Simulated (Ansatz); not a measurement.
# FePt: the cost of one run

Computed with Ansatz 0.2.0 (DFT r2SCAN, scalar-relativistic, plane waves, PAW, unless a step's input says otherwise).

1 further run of the same task is left out (set aside as unsound or not needed).

## Step 1: The system as given

It takes space group Pm-3m (No. 221, cubic). Conventional cell: a = 3.284 Å, b = 3.284 Å, c = 3.284 Å, α = 90.00°, β = 90.00°, γ = 90.00°. Sc (site symmetry m-3m) has 8 Pt at 2.84 Å as nearest neighbours. Pt (site symmetry m-3m) has 8 Sc at 2.84 Å as nearest neighbours.

As a file:

```
CELL_PARAMETERS angstrom
3.28439 0.00000 0.00000
0.00000 3.28439 0.00000
0.00000 0.00000 3.28439
ATOMIC_POSITIONS crystal
Sc 0.50000 0.50000 0.50000
Pt 0.00000 0.00000 0.00000
```

It is the result of an earlier relaxation at this level (volume 17.71 Å³/atom; gap on the mesh: none (metal)).

## Step 2: Sc → Fe: the starting cell

The start of FePt: fractional positions of relaxed ScPt, cell scaled by 0.914, a guess from tabulated radii. Atoms that may carry a moment start with parallel spins.

## Step 3: A first look at the start (FePt)

input.yaml reads:

```yaml
crystal:
  lattice:
    - [3.0007926688, 0.0, 0.0]
    - [0.0, 3.0007926688, 0.0]
    - [0.0, 0.0, 3.0007926688]
  atoms:
    - { symbol: Fe, position: [0.5, 0.5, 0.5], spin: 4.0 }
    - { symbol: Pt, position: [0.0, 0.0, 0.0] }
basis:
  ecutwfc: 500
kpoints:
  mp_grid: { grid: [6, 6, 6] }
hamiltonian:
  xc: r2scan
scf:
  occupations: { method: gaussian, width: 0.1 }
  lower_state_search: "off"
output:
  forces: true
  stress: true
  eigenvalues: true
  populations: true
magnetization:
  spin_polarized: true
```

What time and memory should one allow on 1 thread of an Arm CPU, shared host?

About 8 s, with a peak of 0.35 GiB.
